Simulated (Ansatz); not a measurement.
# Preparing AlN (P6_3mc) as a host crystal, part 3 of 3

Aim: the runs on the perfect crystal AlN (P6_3mc) that a defect calculation needs first.

Ansatz 0.2.0; plane-wave PAW DFT, PBEsol; relaxation of the host's cell and atoms; PAW set soft_1 (the session's first sound run).

So far. Step 3 (Dielectric tensors of the host): The principal values of the electronic dielectric tensor are 4.50, 4.50 and 4.73. The principal values of the static dielectric tensor are 8.20, 8.20 and 9.74.

## Step 7: Defect free supercell at the zone centre

Level of this step: plane-wave PAW DFT, PBEsol; single point of the defect-free host, a test of the k-point sampling; PAW set soft_1 (Ansatz).

The supercell is run at the zone centre, to see how far that sampling misses the dense mesh.

System of this step: AlN (P6_3mc). The cell holds 128 atoms: 64 Al and 64 N. Its edges and angles: a = 14.686 Å, b = 14.686 Å, c = 11.753 Å, α = 125.1°, β = 125.1°, γ = 94.5°.

Input file pristine.sampling_gamma/input.yaml:

```yaml
crystal:
  lattice:
    - [-9.3408221251, 5.3929260535, 9.9673535922]
    - [9.3408221251, -5.3929260535, 9.9673535922]
    - [3.1136073087, 5.3929261684, -9.9673535922]
  atoms:
    - { symbol: Al, position: [0.2080918742, 0.0414252076, 0.0] }
    - { symbol: Al, position: [0.2080918742, 0.2914252076, 0.25] }
    - { symbol: Al, position: [0.4580918742, 0.0414252076, 0.25] }
    - { symbol: Al, position: [0.4580918742, 0.2914252076, 0.0] }
    - { symbol: Al, position: [0.1664252076, 0.0830918742, 0.25] }
    - { symbol: Al, position: [0.1664252076, 0.3330918742, 0.0] }
    - { symbol: Al, position: [0.4164252076, 0.0830918742, 0.0] }
    - { symbol: Al, position: [0.4164252076, 0.3330918742, 0.25] }
    - { symbol: "N", position: [0.0535747924, 0.1369081258, 0.25] }
    - { symbol: "N", position: [0.0535747924, 0.3869081258, 0.0] }
    - { symbol: "N", position: [0.3035747924, 0.1369081258, 0.0] }
    - { symbol: "N", position: [0.3035747924, 0.3869081258, 0.25] }
    - { symbol: "N", position: [0.0119081258, 0.1785747924, 0.0] }
    - { symbol: "N", position: [0.0119081258, 0.4285747924, 0.25] }
    - { symbol: "N", position: [0.2619081258, 0.1785747924, 0.25] }
    - { symbol: "N", position: [0.2619081258, 0.4285747924, 0.0] }
    - { symbol: Al, position: [0.2080918742, 0.0414252076, 0.5] }
    - { symbol: Al, position: [0.2080918742, 0.2914252076, 0.75] }
    - { symbol: Al, position: [0.4580918742, 0.0414252076, 0.75] }
    - { symbol: Al, position: [0.4580918742, 0.2914252076, 0.5] }
    - { symbol: Al, position: [0.1664252076, 0.0830918742, 0.75] }
    - { symbol: Al, position: [0.1664252076, 0.3330918742, 0.5] }
    - { symbol: Al, position: [0.4164252076, 0.0830918742, 0.5] }
    - { symbol: Al, position: [0.4164252076, 0.3330918742, 0.75] }
    - { symbol: "N", position: [0.0535747924, 0.1369081258, 0.75] }
    - { symbol: "N", position: [0.0535747924, 0.3869081258, 0.5] }
    - { symbol: "N", position: [0.3035747924, 0.1369081258, 0.5] }
    - { symbol: "N", position: [0.3035747924, 0.3869081258, 0.75] }
    - { symbol: "N", position: [0.0119081258, 0.1785747924, 0.5] }
    - { symbol: "N", position: [0.0119081258, 0.4285747924, 0.75] }
    - { symbol: "N", position: [0.2619081258, 0.1785747924, 0.75] }
    - { symbol: "N", position: [0.2619081258, 0.4285747924, 0.5] }
    - { symbol: Al, position: [0.2080918742, 0.5414252076, 0.0] }
    - { symbol: Al, position: [0.2080918742, 0.7914252076, 0.25] }
    - { symbol: Al, position: [0.4580918742, 0.5414252076, 0.25] }
    - { symbol: Al, position: [0.4580918742, 0.7914252076, 0.0] }
    - { symbol: Al, position: [0.1664252076, 0.5830918742, 0.25] }
    - { symbol: Al, position: [0.1664252076, 0.8330918742, 0.0] }
    - { symbol: Al, position: [0.4164252076, 0.5830918742, 0.0] }
    - { symbol: Al, position: [0.4164252076, 0.8330918742, 0.25] }
    - { symbol: "N", position: [0.0535747924, 0.6369081258, 0.25] }
    - { symbol: "N", position: [0.0535747924, 0.8869081258, 0.0] }
    - { symbol: "N", position: [0.3035747924, 0.6369081258, 0.0] }
    - { symbol: "N", position: [0.3035747924, 0.8869081258, 0.25] }
    - { symbol: "N", position: [0.0119081258, 0.6785747924, 0.0] }
    - { symbol: "N", position: [0.0119081258, 0.9285747924, 0.25] }
    - { symbol: "N", position: [0.2619081258, 0.6785747924, 0.25] }
    - { symbol: "N", position: [0.2619081258, 0.9285747924, 0.0] }
    - { symbol: Al, position: [0.2080918742, 0.5414252076, 0.5] }
    - { symbol: Al, position: [0.2080918742, 0.7914252076, 0.75] }
    - { symbol: Al, position: [0.4580918742, 0.5414252076, 0.75] }
    - { symbol: Al, position: [0.4580918742, 0.7914252076, 0.5] }
    - { symbol: Al, position: [0.1664252076, 0.5830918742, 0.75] }
    - { symbol: Al, position: [0.1664252076, 0.8330918742, 0.5] }
    - { symbol: Al, position: [0.4164252076, 0.5830918742, 0.5] }
    - { symbol: Al, position: [0.4164252076, 0.8330918742, 0.75] }
    - { symbol: "N", position: [0.0535747924, 0.6369081258, 0.75] }
    - { symbol: "N", position: [0.0535747924, 0.8869081258, 0.5] }
    - { symbol: "N", position: [0.3035747924, 0.6369081258, 0.5] }
    - { symbol: "N", position: [0.3035747924, 0.8869081258, 0.75] }
    - { symbol: "N", position: [0.0119081258, 0.6785747924, 0.5] }
    - { symbol: "N", position: [0.0119081258, 0.9285747924, 0.75] }
    - { symbol: "N", position: [0.2619081258, 0.6785747924, 0.75] }
    - { symbol: "N", position: [0.2619081258, 0.9285747924, 0.5] }
    - { symbol: Al, position: [0.7080918742, 0.0414252076, 0.0] }
    - { symbol: Al, position: [0.7080918742, 0.2914252076, 0.25] }
    - { symbol: Al, position: [0.9580918742, 0.0414252076, 0.25] }
    - { symbol: Al, position: [0.9580918742, 0.2914252076, 0.0] }
    - { symbol: Al, position: [0.6664252076, 0.0830918742, 0.25] }
    - { symbol: Al, position: [0.6664252076, 0.3330918742, 0.0] }
    - { symbol: Al, position: [0.9164252076, 0.0830918742, 0.0] }
    - { symbol: Al, position: [0.9164252076, 0.3330918742, 0.25] }
    - { symbol: "N", position: [0.5535747924, 0.1369081258, 0.25] }
    - { symbol: "N", position: [0.5535747924, 0.3869081258, 0.0] }
    - { symbol: "N", position: [0.8035747924, 0.1369081258, 0.0] }
    - { symbol: "N", position: [0.8035747924, 0.3869081258, 0.25] }
    - { symbol: "N", position: [0.5119081258, 0.1785747924, 0.0] }
    - { symbol: "N", position: [0.5119081258, 0.4285747924, 0.25] }
    - { symbol: "N", position: [0.7619081258, 0.1785747924, 0.25] }
    - { symbol: "N", position: [0.7619081258, 0.4285747924, 0.0] }
    - { symbol: Al, position: [0.7080918742, 0.0414252076, 0.5] }
    - { symbol: Al, position: [0.7080918742, 0.2914252076, 0.75] }
    - { symbol: Al, position: [0.9580918742, 0.0414252076, 0.75] }
    - { symbol: Al, position: [0.9580918742, 0.2914252076, 0.5] }
    - { symbol: Al, position: [0.6664252076, 0.0830918742, 0.75] }
    - { symbol: Al, position: [0.6664252076, 0.3330918742, 0.5] }
    - { symbol: Al, position: [0.9164252076, 0.0830918742, 0.5] }
    - { symbol: Al, position: [0.9164252076, 0.3330918742, 0.75] }
    - { symbol: "N", position: [0.5535747924, 0.1369081258, 0.75] }
    - { symbol: "N", position: [0.5535747924, 0.3869081258, 0.5] }
    - { symbol: "N", position: [0.8035747924, 0.1369081258, 0.5] }
    - { symbol: "N", position: [0.8035747924, 0.3869081258, 0.75] }
    - { symbol: "N", position: [0.5119081258, 0.1785747924, 0.5] }
    - { symbol: "N", position: [0.5119081258, 0.4285747924, 0.75] }
    - { symbol: "N", position: [0.7619081258, 0.1785747924, 0.75] }
    - { symbol: "N", position: [0.7619081258, 0.4285747924, 0.5] }
    - { symbol: Al, position: [0.7080918742, 0.5414252076, 0.0] }
    - { symbol: Al, position: [0.7080918742, 0.7914252076, 0.25] }
    - { symbol: Al, position: [0.9580918742, 0.5414252076, 0.25] }
    - { symbol: Al, position: [0.9580918742, 0.7914252076, 0.0] }
    - { symbol: Al, position: [0.6664252076, 0.5830918742, 0.25] }
    - { symbol: Al, position: [0.6664252076, 0.8330918742, 0.0] }
    - { symbol: Al, position: [0.9164252076, 0.5830918742, 0.0] }
    - { symbol: Al, position: [0.9164252076, 0.8330918742, 0.25] }
    - { symbol: "N", position: [0.5535747924, 0.6369081258, 0.25] }
    - { symbol: "N", position: [0.5535747924, 0.8869081258, 0.0] }
    - { symbol: "N", position: [0.8035747924, 0.6369081258, 0.0] }
    - { symbol: "N", position: [0.8035747924, 0.8869081258, 0.25] }
    - { symbol: "N", position: [0.5119081258, 0.6785747924, 0.0] }
    - { symbol: "N", position: [0.5119081258, 0.9285747924, 0.25] }
    - { symbol: "N", position: [0.7619081258, 0.6785747924, 0.25] }
    - { symbol: "N", position: [0.7619081258, 0.9285747924, 0.0] }
    - { symbol: Al, position: [0.7080918742, 0.5414252076, 0.5] }
    - { symbol: Al, position: [0.7080918742, 0.7914252076, 0.75] }
    - { symbol: Al, position: [0.9580918742, 0.5414252076, 0.75] }
    - { symbol: Al, position: [0.9580918742, 0.7914252076, 0.5] }
    - { symbol: Al, position: [0.6664252076, 0.5830918742, 0.75] }
    - { symbol: Al, position: [0.6664252076, 0.8330918742, 0.5] }
    - { symbol: Al, position: [0.9164252076, 0.5830918742, 0.5] }
    - { symbol: Al, position: [0.9164252076, 0.8330918742, 0.75] }
    - { symbol: "N", position: [0.5535747924, 0.6369081258, 0.75] }
    - { symbol: "N", position: [0.5535747924, 0.8869081258, 0.5] }
    - { symbol: "N", position: [0.8035747924, 0.6369081258, 0.5] }
    - { symbol: "N", position: [0.8035747924, 0.8869081258, 0.75] }
    - { symbol: "N", position: [0.5119081258, 0.6785747924, 0.5] }
    - { symbol: "N", position: [0.5119081258, 0.9285747924, 0.75] }
    - { symbol: "N", position: [0.7619081258, 0.6785747924, 0.75] }
    - { symbol: "N", position: [0.7619081258, 0.9285747924, 0.5] }
basis:
  ecutwfc: 420
  xc_grid: 2
hamiltonian:
  xc: pbesol
  pseudopotentials: { kind: paw, azcp: { folder: soft_1 }, xc_functional: pbe }
kpoints:
  mp_grid: { grid: [1, 1, 1] }
scf:
  occupations: { method: fermi_dirac, width: 0.01 }
  max_iter: 100
  lower_state_search: "off"
checkpoint:
  write: "../pristine.sampling_gamma.run"
  compress: false
  write_wavefunctions: false
  write_every: 100000
```

Command:

```sh
$ ansatz run input.yaml --threads 32 --pin off --max-ram 84787MiB --backend cuda --events-out ev --progress --plain --runs-dir out --max-vram 78GiB
```

Numbers of over 12 decimals in the logs are rounded to 6 here.

What it wrote:

```text
[...]
GPU FFT provider: cuFFT
GPU libraries: cuBLAS 13.8.1, cuFFT 12.4.0, cuSOLVER 12.3.2
[...]
Crystal: 128 atoms, lattice volume = 1338.931 Å³
Basis set: ecut = 420 eV, 26161 PW (Γ), exchange–correlation on 200×200×160 points (8 copies of the dense FFT grid, shifted against one another)
Bands: 384, of which v1, the nominal top of the filled ones, is band 256 counted from 1 (255 counted from 0)
Symmetry: 128 space group operations
[...]
k-points: 1
[...]
GPU buffer pool allocated for 800000 grid points (all kernels)
[...]
SCF iter   1: F=—  HF=-58067.939396 eV  |Δ(HF+E_count)|=         —  Δρ=1.31e-1  dr2=2.81e2  Hψ=1704
[...]
SCF iter   5: F=—  HF=-57980.540955 eV  |Δ(HF+E_count)|=   1.43e-2  Δρ=2.73e-4  dr2=9.45e-4  Hψ=462
automatic band count: iteration 5 solves 297 bands in place of 384: the levels show a gap, and the empty bands left out lie too high to hold charge; the band table lists the bands solved (type scf.n_extra_bands for more)
SCF iter   6: F=—  HF=-57980.541578 eV  |Δ(HF+E_count)|=   6.22e-4  Δρ=3.49e-5  dr2=1.52e-5  Hψ=486
[...]
SCF iter   8: F=-57980.541176 eV  HF=-57980.541176 eV  |Δ(HF+E_count)|=   1.98e-8  Δρ=4.14e-7  dr2=1.81e-9  Hψ=557
SCF 1 converged in 8 iterations: F = -57980.541176 eV  dr2 = 1.81e-9
[...]
SCF converged after 8 iterations
Free energy (F): -57980.541176 eV
[...]
Internal energy: -57980.541176 eV  (E = F + TS)
E sigma→0 (E₀):  -57980.541176 eV
Fermi energy:    9.092447 eV
[...]
```

It took 1.7 s on 1 × NVIDIA GB200 with 32 threads of Arm Neoverse V2, shared host; peak memory 1.2 GiB.

## Step 8: Outcome

```
primitive cell vectors, lengths                                      : 3.114, 3.114, 4.984 Å
electronic dielectric constant                                       : principal values (4.50, 4.50, 4.73)
static dielectric constant                                           : principal values (8.20, 8.20, 9.74)
gap on the k-mesh of the response run (PBEsol)                       : 4.10 eV
supercell relaxed in its symmetry less the displaced and relaxed one : 0.000 eV
energy an atom at the zone centre alone less that on the dense mesh  : 0.008 eV
```

**Reading.** Step 5: The energy fell by 4.633 eV from the randomly displaced start; the atoms end within 0.005 Å of the sites as typed, once the mean shift is taken out. The displaced cell ends within 0.01 eV of the symmetric one relaxed in its symmetry, so no lower structure shows in this supercell. The k-mesh can miss the band edges, so this gap is an upper bound at this level. All at zero temperature.

[Logs are printed without paths, hosts, clocks, repeated set-up lines and the standing remarks that a program may print on its own settings, such as how far it seeks lower states.]

[Hosts, paths, dates, database ids (printed as entryN), source tags and the programs' standing remarks are cut or masked in the printed files.]

[Runs of the host that timed out are not shown.]

[For some hosts the program warned that the k-mesh of the response run may be too coarse for force constants and the static dielectric constant; such warnings are not always shown.]
